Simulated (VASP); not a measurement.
# WSi₂: molecular dynamics at constant energy

WSi₂, P6_222 (no. 180), 9 atoms in the cell. PBE, molecular dynamics; PAW potentials W, Si (PBE set).

Ensemble: NVE; Starting temperature (K): 1600.

## Input

INCAR:
```
SYSTEM = Si2W
ALGO     = Fast           ! electronic algorithm
ANDERSEN_PROB= 0.0          
EDIFF    = 1E-6           ! SCF threshold, eV
ENCUT    = 250            ! plane-wave cutoff, eV
GGA      = PE             ! functional
IBRION   = 0              ! ionic algorithm
ISIF     = 2              ! what is computed and relaxed
ISMEAR   = -1             ! smearing method
ISYM     = 0            
KPAR     = 2            
LASPH    = .TRUE.         ! aspherical terms in the spheres
LCHARG   = .FALSE.        ! write CHGCAR
LREAL    = Auto         
LWAVE    = .FALSE.        ! write WAVECAR
MDALGO   = 1            
NELM     = 60             ! most SCF steps
NELMIN   = 4            
NSW      = 60             ! ionic steps
POTIM    = 2.0            ! step
PREC     = Normal         ! precision mode
RANDOM_SEED= 658124 0 0   
SIGMA    = 0.069          ! smearing width, eV
TEBEG    = 1600          
```

KPOINTS:
```
k-points
0
Gamma
  3 3 2
```

POSCAR:
```
Si2W
1.0
    4.6168523821      0.0000000000      0.0000000000
   -2.3084261911      3.9983114484      0.0000000000
    0.0000000000      0.0000000000      6.6532220000
W Si
3 6
Direct
    0.5000000000      0.0000000000      0.5000000000
    0.5000000000      0.5000000000      0.8333333333
    0.0000000000      0.5000000000      0.1666666667
    0.3272520000      0.1636260000      0.1666666667
    0.8363740000      0.1636260000      0.8333333333
    0.1636260000      0.3272520000      0.5000000000
    0.6727480000      0.8363740000      0.1666666667
    0.1636260000      0.8363740000      0.8333333333
    0.8363740000      0.6727480000      0.5000000000
```

Commands:
```
cat potpaw_PBE.64/W/POTCAR potpaw_PBE.64/Si/POTCAR > POTCAR
mpirun -np 2 vasp_std > vasp.out
```

## Result

- Rise of the mean potential energy above the start (meV/atom): 91.6
- Mean temperature (K): 805
- Standard error of the mean temperature (K): 63
- Relative fluctuation of the kinetic energy: 0.395
- Canonical value of that fluctuation: 0.289
- Electronic steps per ionic step after the first: 4.7

Course of the run:

| Time (fs) | Temperature (K) | Potential energy less the first (meV/atom) |
|---|---|---|
| 2 | 1600 | 0.0 |
| 12 | 1104 | 57.1 |
| 20 | 449 | 132.8 |
| 30 | 332 | 146.2 |
| 38 | 780 | 94.3 |
| 48 | 1085 | 59.2 |
| 56 | 823 | 89.5 |
| 66 | 410 | 137.1 |
| 74 | 516 | 124.9 |
| 84 | 963 | 73.3 |
| 92 | 1099 | 57.6 |
| 102 | 901 | 80.6 |
| 110 | 714 | 102.1 |
| 120 | 750 | 97.9 |

The mean temperature lies below the starting 1600 K, since the atoms start on their sites and part of their kinetic energy turns into potential energy.

REPORT:
```
MDALGO =   1
         ANDERSEN_PROB =  0.00000000
               SCALING =       0
                 CNEXP =     9.000   14.000
           RANDOM_SEED =            658124                0                0

   original number of atomic DOF:         24
   number of independent constraints:      0
   number of active DOF:                  24

========================================
         MD step No.       1
========================================

  Atomic velocities initialized by STEP_tb

  >Energies
                    E_tot             E_pot             E_kin               EPS                ES
   e_b>   -0.72236999E+02   -0.73891032E+02    0.16540333E+01    0.00000000E+00    0.00000000E+00

  >Temperature
               T_sim     T_inst
   tmprt>   1600.000   1599.512

  >Thermostat, num. of collisions:                0

           RANDOM_SEED =            658124              108                0

[... steps left out ...]

========================================
         MD step No.      60
========================================

  >Energies
                    E_tot             E_pot             E_kin               EPS                ES
   e_b>   -0.72233975E+02   -0.73009777E+02    0.77580141E+00    0.00000000E+00    0.00000000E+00

  >Temperature
               T_sim     T_inst
   tmprt>   1600.000    750.229

  >Thermostat, num. of collisions:                0

           RANDOM_SEED =            658124             3294                0
```

OSZICAR:
```
N       E                     dE             d eps       ncg     rms          rms(c)
DAV:   1     0.526324246131E+02    0.52632E+02   -0.11335E+04   520   0.773E+02
DAV:   2    -0.706829100252E+02   -0.12332E+03   -0.12078E+03   706   0.166E+02
DAV:   3    -0.763887880206E+02   -0.57059E+01   -0.56193E+01   696   0.365E+01
DAV:   4    -0.765039310002E+02   -0.11514E+00   -0.11435E+00   680   0.501E+00
DAV:   5    -0.765077041642E+02   -0.37732E-02   -0.37143E-02   728   0.708E-01    0.504E+01
RMM:   6    -0.740153687713E+02    0.24923E+01   -0.96224E+00   544   0.120E+01    0.209E+01
RMM:   7    -0.739982797179E+02    0.17089E-01   -0.39396E+00   549   0.808E+00    0.832E+00
RMM:   8    -0.738856697607E+02    0.11261E+00   -0.40069E-01   534   0.309E+00    0.782E-01
RMM:   9    -0.738919487571E+02   -0.62790E-02   -0.79817E-02   580   0.110E+00    0.105E+00
RMM:  10    -0.738905737975E+02    0.13750E-02   -0.22323E-02   549   0.569E-01    0.878E-01
RMM:  11    -0.738910095751E+02   -0.43578E-03   -0.44956E-03   556   0.274E-01    0.987E-02
RMM:  12    -0.738910515961E+02   -0.42021E-04   -0.91327E-04   548   0.125E-01    0.730E-02
[... left out ...]
     59 T=   717. E= -.72233798E+02 F= -.72975518E+02 E0= -.72973510E+02  EK= 0.74172E+00 SP= 0.00E+00 SK= 0.00E+00
[... last step whole ...]
       N       E                     dE             d eps       ncg     rms          rms(c)
DAV:   1    -0.730097348124E+02   -0.34218E-01   -0.16272E-02   936   0.105E+00    0.125E-02
RMM:   2    -0.730097686451E+02   -0.33833E-04   -0.39603E-04   520   0.105E-01    0.109E-02
RMM:   3    -0.730097756003E+02   -0.69552E-05   -0.70024E-05   558   0.331E-02    0.839E-03
RMM:   4    -0.730097764947E+02   -0.89438E-06   -0.11398E-05   463   0.129E-02    0.705E-03
RMM:   5    -0.730097765678E+02   -0.73142E-07   -0.19068E-06   329   0.553E-03
     60 T=   750. E= -.72233975E+02 F= -.73009777E+02 E0= -.73007870E+02  EK= 0.77580E+00 SP= 0.00E+00 SK= 0.00E+00
```

Limits: 120 fs of 9 atoms are too short for converged averages; the cell is only 4.0 Å across, so each atom moves in step with near copies of itself.

VASP 6.6.1 took 173 s on 2 cores (AMD EPYC 7R13 (Zen 3)), a shared host.
